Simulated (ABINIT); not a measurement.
# Ir (Fm-3m) in ABINIT: reference runs, part 2 of 2

ABINIT 10.8.3 (patched build). The steps go on from the part before.

## 4. Equation of state, PBE

Contents of run.abi:

```
# Datasets: one volume each
ndtset 7
getwfk -1
scalecart1 3*0.9795861087
scalecart2 3*0.9864848297
scalecart3 3*0.9932883884
scalecart4 3*1.0000000000
scalecart5 3*1.0066227096
scalecart6 3*1.0131594038
scalecart7 3*1.0196128224

# Pseudopotentials
pp_dirpath "./"
pseudos "Ir.GGA_PBE-JTH.xml"

# Structure
acell 5.1193956283 5.1193956283 5.1193956283
rprim
     0.0000000000     0.7071067812     0.7071067812
     0.7071067812     0.0000000000     0.7071067812
     0.7071067812     0.7071067812     0.0000000000
ntypat 1
znucl 77
natom 1
typat 1
xred
     0.0000000000     0.0000000000     0.0000000000

# Plane-wave basis
ecut 16.0
pawecutdg 32.0

# k points
kptopt 1
ngkpt 12 12 12
nshiftk 1
shiftk 0.0 0.0 0.0

# Exchange and correlation
ixc 11

# Bands and occupations
nband 12
occopt 3
tsmear 0.00183747

# SCF cycle
nstep 100
tolvrs 1.0e-9

# Output
iomode 3
prtwf 1
prtden 0
prteig 0
prtebands 0
enunit 2
```

Potentials or basis: JTH PAW PBE v2.0.

On the command line:

```console
> abinit run.abi > log 2>&1
```

run.abo:

```text
.Version 10.8.3 of ABINIT
 DATASET    1 : space group Fm -3 m (#225); Bravais cF (face-center cubic)
================================================================================
 Values of the parameters that define the memory need for DATASET  1.
     intxc =       0    ionmov =       0      iscf =      17    lmnmax =      18
     lnmax =       6     mgfft =      20  mpssoang =       3    mqgrid =    3001
     natom =       1  nloc_mem =       2    nspden =       1   nspinor =       1
    nsppol =       1      nsym =      48    n1xccc =       1    ntypat =       1
    occopt =       3   xclevel =       2
       mpw =         290          nfft =        8000          nkpt =          72
 PAW method is used; the additional fine FFT grid is defined by:
   mgfftf=        27    nfftf =     19683
================================================================================
================================================================================
[... 71 lines left out ...]
 DATASET    7 : space group Fm -3 m (#225); Bravais cF (face-center cubic)
================================================================================
 Values of the parameters that define the memory need for DATASET  7.
     intxc =       0    ionmov =       0      iscf =      17    lmnmax =      18
     lnmax =       6     mgfft =      20  mpssoang =       3    mqgrid =    3001
     natom =       1  nloc_mem =       2    nspden =       1   nspinor =       1
    nsppol =       1      nsym =      48    n1xccc =       1    ntypat =       1
    occopt =       3   xclevel =       2
       mpw =         322          nfft =        8000          nkpt =          72
 PAW method is used; the additional fine FFT grid is defined by:
   mgfftf=        30    nfftf =     27000
================================================================================
================================================================================

--------------------------------------------------------------------------------
------------- Echo of variables that govern the present computation ------------
--------------------------------------------------------------------------------
 -outvars: echo values of preprocessed input variables --------
            acell      5.1193956283E+00  5.1193956283E+00  5.1193956283E+00 Bohr
              amu      1.92220000E+02
             ecut      1.60000000E+01 Hartree
           enunit           2
           getwfk          -1
                       outvar_i_n : Printing only first  50 k-points.
              ixc          11
           jdtset        1    2    3    4    5    6    7
                       outvar_i_n : Printing only first  50 k-points.
         kptrlatt       12    0    0      0   12    0      0    0   12
          kptrlen1     6.01786661E+01
          kptrlen2     6.06024735E+01
          kptrlen3     6.10204348E+01
          kptrlen4     6.14327475E+01
          kptrlen5     6.18395988E+01
          kptrlen6     6.22411659E+01
          kptrlen7     6.26376171E+01
            natom           1
            nband          12
           ndtset           7
            ngfft          20      20      20
          ngfftdg1         27      27      27
          ngfftdg2         27      27      27
          ngfftdg3         27      27      27
          ngfftdg4         30      30      30
          ngfftdg5         30      30      30
          ngfftdg6         30      30      30
          ngfftdg7         30      30      30
             nkpt          72
            nstep         100
             nsym          48
           ntypat           1
                       prtocc : prtvol=0, do not print more k-points.
           occopt           3
        pawecutdg      3.20000000E+01 Hartree
         pawxcdev           0
           prtden           0
        prtebands           0
           prteig           0
            rprim1     0.0000000000E+00  6.9267198023E-01  6.9267198023E-01
                       6.9267198023E-01  0.0000000000E+00  6.9267198023E-01
                       6.9267198023E-01  6.9267198023E-01  0.0000000000E+00
            rprim2     0.0000000000E+00  6.9755011263E-01  6.9755011263E-01
                       6.9755011263E-01  0.0000000000E+00  6.9755011263E-01
                       6.9755011263E-01  6.9755011263E-01  0.0000000000E+00
            rprim3     0.0000000000E+00  7.0236095512E-01  7.0236095512E-01
                       7.0236095512E-01  0.0000000000E+00  7.0236095512E-01
                       7.0236095512E-01  7.0236095512E-01  0.0000000000E+00
            rprim4     0.0000000000E+00  7.0710678120E-01  7.0710678120E-01
                       7.0710678120E-01  0.0000000000E+00  7.0710678120E-01
                       7.0710678120E-01  7.0710678120E-01  0.0000000000E+00
            rprim5     0.0000000000E+00  7.1178974407E-01  7.1178974407E-01
                       7.1178974407E-01  0.0000000000E+00  7.1178974407E-01
                       7.1178974407E-01  7.1178974407E-01  0.0000000000E+00
            rprim6     0.0000000000E+00  7.1641188486E-01  7.1641188486E-01
                       7.1641188486E-01  0.0000000000E+00  7.1641188486E-01
                       7.1641188486E-01  7.1641188486E-01  0.0000000000E+00
            rprim7     0.0000000000E+00  7.2097514092E-01  7.2097514092E-01
                       7.2097514092E-01  0.0000000000E+00  7.2097514092E-01
                       7.2097514092E-01  7.2097514092E-01  0.0000000000E+00
          spgroup         225
           tolvrs      1.00000000E-09
           tsmear      1.83747000E-03 Hartree
            typat      1
           useylm           1
                       outvars : Printing only first  50 k-points.
            znucl       77.00000

================================================================================

 chkinp: Checking input parameters for consistency, jdtset=   1.

 chkinp: Checking input parameters for consistency, jdtset=   2.
[... 46 lines left out ...]
 getcut: wavevector=  0.0000  0.0000  0.0000  ngfft=  27  27  27
         ecut(hartree)=     32.000   => boxcut(ratio)=   2.03898

--- Pseudopotential description ------------------------------------------------
- pspini: atom type   1  psp file is ./Ir.GGA_PBE-JTH.xml
 Pseudopotential format is: paw10
 basis_size (lnmax)=  6 (lmn_size= 18), orbitals=   0   0   1   1   2   2
 Spheres core radius: rc_sph= 2.51065676
 Shapefunction is SIN type: shapef(r)=[sin(pi*r/rshp)/(pi*r/rshp)]**2
 Radius for shape functions =  2.20407242
 Compensation charge density is not taken into account in XC energy/potential

   5.25859805E+02                                ecore*ucvol(ha*bohr**3)
--------------------------------------------------------------------------------

[... 1257 lines left out ...]
-Cartesian components of stress tensor (GPa)         [Pressure= -9.5821E+00 GPa]
- sigma(1 1)=  9.58211380E+00  sigma(3 2)=  0.00000000E+00
- sigma(2 2)=  9.58211380E+00  sigma(3 1)=  0.00000000E+00
- sigma(3 3)=  9.58211380E+00  sigma(2 1)=  0.00000000E+00

== END DATASET(S) ==============================================================
================================================================================

 -outvars: echo values of variables after computation  --------
            acell      5.1193956283E+00  5.1193956283E+00  5.1193956283E+00 Bohr
           etotal1    -7.7043108660E+01
           etotal2    -7.7045361907E+01
           etotal3    -7.7046937603E+01
           etotal4    -7.7047904916E+01
           etotal5    -7.7048367555E+01
           etotal6    -7.7048359582E+01
           etotal7    -7.7047939010E+01
            fcart1    -0.0000000000E+00 -0.0000000000E+00 -0.0000000000E+00
            fcart2    -0.0000000000E+00 -0.0000000000E+00 -0.0000000000E+00
            fcart3    -0.0000000000E+00 -0.0000000000E+00 -0.0000000000E+00
            fcart4    -0.0000000000E+00 -0.0000000000E+00 -0.0000000000E+00
            fcart5    -0.0000000000E+00 -0.0000000000E+00 -0.0000000000E+00
            fcart6    -0.0000000000E+00 -0.0000000000E+00 -0.0000000000E+00
            fcart7    -0.0000000000E+00 -0.0000000000E+00 -0.0000000000E+00
            rprim1     0.0000000000E+00  6.9267198023E-01  6.9267198023E-01
                       6.9267198023E-01  0.0000000000E+00  6.9267198023E-01
                       6.9267198023E-01  6.9267198023E-01  0.0000000000E+00
[... 17 lines left out ...]
                       7.2097514092E-01  7.2097514092E-01  0.0000000000E+00
           strten1    -1.3756838140E-03 -1.3756838140E-03 -1.3756838140E-03
                       0.0000000000E+00  0.0000000000E+00  0.0000000000E+00
           strten2    -9.9627569837E-04 -9.9627569837E-04 -9.9627569837E-04
                       0.0000000000E+00  0.0000000000E+00  0.0000000000E+00
           strten3    -6.6109864299E-04 -6.6109864299E-04 -6.6109864299E-04
                       0.0000000000E+00  0.0000000000E+00  0.0000000000E+00
           strten4    -3.7233431619E-04 -3.7233431619E-04 -3.7233431619E-04
                       0.0000000000E+00  0.0000000000E+00  0.0000000000E+00
           strten5    -1.1138704633E-04 -1.1138704633E-04 -1.1138704633E-04
                       0.0000000000E+00  0.0000000000E+00  0.0000000000E+00
           strten6     1.2250169066E-04  1.2250169066E-04  1.2250169066E-04
                       0.0000000000E+00  0.0000000000E+00  0.0000000000E+00
           strten7     3.2568942830E-04  3.2568942830E-04  3.2568942830E-04
                       0.0000000000E+00  0.0000000000E+00  0.0000000000E+00
 Calculation completed.
```

It took 39 s on 1 thread of Arm Neoverse V2, shared host; peak memory 0.13 GiB.

What came out:

- Equilibrium volume: 14.47 Å³/atom
- Bulk modulus: 347 GPa
- Pressure derivative of the bulk modulus: 5.6 (rough: it moves with the points fitted)

Energy against volume, from the lowest point:
| volume (Å³/atom) | energy (meV/atom) |
| --- | --- |
| 13.215 | 143.10 |
| 13.496 | 81.79 |
| 13.778 | 38.91 |
| 14.059 | 12.59 |
| 14.340 | 0.00 |
| 14.621 | 0.22 |
| 14.902 | 11.66 |

Caveat: pressures at fixed basis lie under the slope of the energies; the atomic spheres overlap. The run has no spin-orbit coupling, so splittings on Ir are missing.

## 5. Summary

| task | cell | gap on the mesh (eV) | pressure (GPa) |
| --- | --- | --- | --- |
| single point | as given | none | 11.0 |
| single point | cell strained at random at fixed volume | none | 11.3 |
| equation of state | as given | - | - |

Alike in all rows: level PBE; potentials or basis JTH PAW PBE v2.0; no spin polarisation; k mesh 12 × 12 × 12; cutoff (eV) 435; smearing fermi-dirac 0.05 eV.

Caveats: pressures at fixed basis lie under the slope of the energies (some runs); the atomic spheres overlap (some runs).

Absolute energies hang on the potentials; compare differences alone.
